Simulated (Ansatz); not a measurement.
**KBr: single points about a listed cell**

A set of self-consistent runs on KBr under moves of single atoms, random distortions, further strains and shifts, distortions that keep the symmetry, to map its energy surface near the listed cell.

The COD entry's cell or inner coordinates are ideal or old and differ from later refinements, so a difference from it is no clean test against experiment.

Program: Ansatz 0.2.0. Level of theory: DFT PBE, scalar-relativistic, plane waves, PAW. These are calculated values, not measurements.

1 further run of the same task is left out (set aside as unsound or not needed).

**1. The system as given**

The structure is cubic, space group Fm-3m (No. 225). The conventional cell has a = 6.585 Å, b = 6.585 Å, c = 6.585 Å, α = 90.00°, β = 90.00°, γ = 90.00°. K (site symmetry m-3m) has 6 Br at 3.29 Å as nearest neighbours. Br (site symmetry m-3m) has 6 K at 3.29 Å as nearest neighbours.

Structure file:

```cif
data_structure
_symmetry_space_group_name_H-M 'Fm-3m'
_symmetry_Int_Tables_number 225
_cell_length_a 6.5850
_cell_length_b 6.5850
_cell_length_c 6.5850
_cell_angle_alpha 90.000
_cell_angle_beta 90.000
_cell_angle_gamma 90.000
_cell_volume 285.54
loop_
_atom_site_label
_atom_site_type_symbol
_atom_site_symmetry_multiplicity
_atom_site_Wyckoff_symbol
_atom_site_fract_x
_atom_site_fract_y
_atom_site_fract_z
_atom_site_occupancy
K1 K 4 a 0.00000 0.00000 0.00000 1
Br1 Br 4 b 0.50000 0.00000 0.00000 1
```

The structure comes from the Crystallography Open Database.

**2. A change within a subgroup**

The change: strain xx, yy, zz, yz, xz, xy = -1.6, -4.6, -4.6, +0.0, +0.0, +0.0 %.

The input, input.yaml:

```yaml
crystal:
  lattice:
    - [0.0, 3.1406499, 3.1406499]
    - [3.2394249, 0.0, 3.1406499]
    - [3.2394249, 3.1406499, 0.0]
  atoms:
    - { symbol: K, position: [0.0, 0.0, 0.0] }
    - { symbol: Br, position: [0.5, 0.5, 0.5] }
basis:
  ecutwfc: 420
kpoints:
  mp_grid: { grid: [6, 6, 6] }
hamiltonian:
  xc: pbe
scf:
  occupations: { method: gaussian, width: 0.02 }
output:
  forces: true
  stress: true
  eigenvalues: true
  populations: true
```

**3. A change within the space group**

input.yaml: that of step 2 with these lines changed.

```diff
@@ -2,5 +2,5 @@
   lattice:
-    - [0.0, 3.1406499, 3.1406499]
-    - [3.2394249, 0.0, 3.1406499]
-    - [3.2394249, 3.1406499, 0.0]
+    - [0.0, 3.357263475, 3.357263475]
+    - [3.357263475, 0.0, 3.357263475]
+    - [3.357263475, 3.357263475, 0.0]
   atoms:
@@ -20,2 +20 @@
   eigenvalues: true
-  populations: true
```

**4. A change within a subgroup**

The input, input.yaml:

```yaml
crystal:
  lattice:
    - [0.00177795, 3.05669115, 3.04878915]
    - [3.2041293, -0.29257155, 3.34313865]
    - [3.01230825, 3.1592196, -0.1007505]
  atoms:
    - { symbol: K, position: [0.0026651481, -0.0135960516, 0.0118041002] }
    - { symbol: Br, position: [0.4973348519, 0.5135960516, 0.4881958998] }
basis:
  ecutwfc: 420
kpoints:
  mp_grid: { grid: [6, 6, 6] }
hamiltonian:
  xc: pbe
scf:
  occupations: { method: gaussian, width: 0.02 }
output:
  forces: true
  stress: true
  eigenvalues: true
```

**5. A change within a subgroup**

The input, input.yaml:

```yaml
crystal:
  lattice:
    - [0.07487145, 3.157737975, 3.355287975]
    - [3.481061475, -0.05090205, 3.481061475]
    - [3.355287975, 3.157737975, 0.07487145]
  atoms:
    - { symbol: K, position: [0.0136538153, -0.0042528792, 0.0136538153] }
    - { symbol: Br, position: [0.4863461847, 0.5042528792, 0.4863461847] }
basis:
  ecutwfc: 420
kpoints:
  mp_grid: { grid: [6, 6, 6] }
hamiltonian:
  xc: pbe
scf:
  occupations: { method: gaussian, width: 0.02 }
output:
  forces: true
  stress: true
  eigenvalues: true
```

**6. A distortion that keeps the symmetry**

The input, input.yaml:

```yaml
crystal:
  lattice:
    - [0.0, 3.383274225, 3.383274225]
    - [3.383274225, 0.0, 3.383274225]
    - [3.383274225, 3.383274225, 0.0]
  atoms:
    - { symbol: K, position: [0.0, 0.0, 0.0] }
    - { symbol: Br, position: [0.5, 0.5, 0.5] }
basis:
  ecutwfc: 420
kpoints:
  mp_grid: { grid: [6, 6, 6] }
hamiltonian:
  xc: pbe
scf:
  occupations: { method: gaussian, width: 0.02 }
output:
  forces: true
  stress: true
  eigenvalues: true
```

**7. A distortion of lower symmetry**

input.yaml: that of step 6 with these lines changed.

```diff
@@ -2,5 +2,5 @@
   lattice:
-    - [0.0, 3.383274225, 3.383274225]
-    - [3.383274225, 0.0, 3.383274225]
-    - [3.383274225, 3.383274225, 0.0]
+    - [-0.2634, 3.422586675, 3.422586675]
+    - [3.159186675, 0.0, 3.159186675]
+    - [3.159186675, 3.159186675, 0.0]
   atoms:
```

**8. A single atom displaced**

The input, input.yaml:

```yaml
crystal:
  lattice:
    - [0.0, 3.2925, 3.2925]
    - [3.2925, 0.0, 3.2925]
    - [3.2925, 3.2925, 0.0]
  atoms:
    - { symbol: K, position: [0.0, 0.0, 0.0] }
    - { symbol: Br, position: [0.4772209567, 0.5227790433, 0.5227790433] }
basis:
  ecutwfc: 420
kpoints:
  mp_grid: { grid: [6, 6, 6] }
hamiltonian:
  xc: pbe
scf:
  occupations: { method: gaussian, width: 0.02 }
output:
  forces: true
  stress: true
  eigenvalues: true
```

**9. Random moves and strain, cell strained**

The input, input.yaml:

```yaml
crystal:
  lattice:
    - [-0.00836295, 3.19800525, 3.24291495]
    - [3.34129485, 0.0189648, 3.2155872]
    - [3.30731625, 3.1366989, 0.0529434]
  atoms:
    - { symbol: K, position: [-0.0207441154, 0.018936978, 0.0090235383] }
    - { symbol: Br, position: [0.5207441154, 0.481063022, 0.4909764617] }
basis:
  ecutwfc: 420
kpoints:
  mp_grid: { grid: [6, 6, 6] }
hamiltonian:
  xc: pbe
scf:
  occupations: { method: gaussian, width: 0.02 }
output:
  forces: true
  stress: true
  eigenvalues: true
```

**10. A distortion of lower symmetry**

The input, input.yaml:

```yaml
crystal:
  lattice:
    - [0.046325475, 3.260892, 3.26754285]
    - [3.28769295, 0.019524525, 3.2943438]
    - [3.307217475, 3.307217475, 0.0]
  atoms:
    - { symbol: K, position: [0.0, 0.0, 0.0128857728] }
    - { symbol: Br, position: [0.5, 0.5, 0.4871142272] }
basis:
  ecutwfc: 420
kpoints:
  mp_grid: { grid: [6, 6, 6] }
hamiltonian:
  xc: pbe
scf:
  occupations: { method: gaussian, width: 0.02 }
output:
  forces: true
  stress: true
  eigenvalues: true
```

**Question.** What will these runs give? Wanted: for each run, case; energy; pressure; largest force.

The runs gave:

| step | case | energy (meV/atom) | pressure (GPa) | largest force (eV/Å) | gap on the mesh (eV) |
| --- | --- | --- | --- | --- | --- |
| 2 | a change within a subgroup | +0.0 | 3.4 | 0.00 | 4.76 |
| 3 | a change within the space group | -54.0 | -0.1 | 0.00 | 4.30 |
| 4 | a change within a subgroup | +7.4 | 2.8 | 0.20 | 4.48 |
| 5 | a change within a subgroup | -22.7 | 1.0 | 0.40 | 4.35 |
| 6 | a distortion that keeps the symmetry | -52.9 | -0.3 | 0.00 | 4.24 |
| 7 | a distortion of lower symmetry | -35.9 | 0.8 | 0.00 | 4.29 |
| 8 | a single atom displaced | -41.7 | 1.0 | 0.20 | 4.46 |
| 9 | random moves and strain, cell strained | -12.3 | 2.3 | 0.26 | 4.57 |
| 10 | a distortion of lower symmetry | -40.6 | 1.2 | 0.17 | 4.47 |

Energies are counted from step 2, with the smearing taken to zero. 

In words: Among the distorted cells of the listed formula and level the largest force, 0.40 eV/Å, comes in step 5, shared by 2 atoms. The pressure is 3.4 GPa in the smallest cell and -0.3 GPa in the largest; between them shape and moved atoms count too. Among the distorted cells of the listed formula and level the gap runs from 4.24 eV to 4.76 eV.

These are semilocal Kohn-Sham gaps, which aren't the measured quantity. Such gaps usually fall short of the measured ones.
